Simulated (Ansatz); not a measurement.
A crystal relaxed with r2SCAN+rVV10 in Ansatz has space group R-3m:H (No. 166) and a = 4.157 Å, c = 20.677 Å.

```
atom  site       x       y       z
  Mg    3a  0.0000  0.0000  0.0000
  Xx    6c  0.3333  0.6667  0.9194
```

With r2SCAN the valence top lies at Γ and the conduction bottom at F, 3.85 eV higher; the smallest vertical gap, at F, is 4.27 eV. With PBE the valence top lies at Γ and the conduction bottom at F, 3.27 eV higher; the smallest vertical gap, at F, is 3.68 eV. LDA gives an indirect gap of 3.09 eV, from Γ to F; the least direct gap is 3.43 eV at Γ. Meshes: r2SCAN 8×8×8, PBE 8×8×8, LDA 8×8×8.

Problem. Which element is Xx?
A. I
B. Cl
C. H
D. F

Solution. A. Xx is I: MgI2, CdCl2 type. Mg is surrounded by 6 I at 2.92 Å; I is surrounded by 3 Mg at 2.92 Å.

The cell comes from a prototype generator: it can be a known phase or a hypothetical one. Spin polarisation is off.

Spin-orbit coupling is left out, which matters wherever the heavy atoms make up the band edges.
